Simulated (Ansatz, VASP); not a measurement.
Mg3Sb2: VASP beside Ansatz

```
Mg Sb
1.0
     4.52087    0.00000    0.00000
    -2.26043    3.91519    0.00000
     0.00000    0.00000    7.14454
Mg Sb
3 2
Direct
  0.33333 0.66667 0.63148
  0.66667 0.33333 0.36852
  0.00000 0.00000 0.00000
  0.33333 0.66667 0.22326
  0.66667 0.33333 0.77674
```

Alike in both runs: functional PBE; dispersion D3(BJ); k mesh 9 × 9 × 6; occupations gaussian, width 0.01 eV; no spin polarisation.

Ansatz relaxed the structure, and its values are those at the end. VASP's run is a single point on that final structure, the one shown.

|  | VASP | Ansatz |
| --- | --- | --- |
| version | VASP 6.6.1 | Ansatz 0.2.0 |
| potentials or method | VASP PAW PBE potentials, release 64 (Mg, Sb) | scalar-relativistic, plane waves, PAW |
| plane-wave cutoff (eV) | 520 | 420 |
| valence electrons in the cell | 16 | 60 |

VASP gave:

```
gap on the k mesh at the Fermi level (eV) : 0.12
least direct gap on the mesh (eV)         : 1.25
pressure (GPa)                            : 0.0
rms of the force components (eV/Å)        : 0.007
```

Q: Estimate Ansatz's values.

A: gap on the k mesh at the Fermi level (eV): 0.15; least direct gap on the mesh (eV): 1.26; pressure (GPa): 0.0; rms of the force components (eV/Å): 0.000.

The two sets of potentials don't hold the same shells in valence.

Caveats: spin-orbit coupling is left out, which moves the levels of the heavy elements; an odd mesh through Γ misses points on the zone boundary, where band edges often lie.
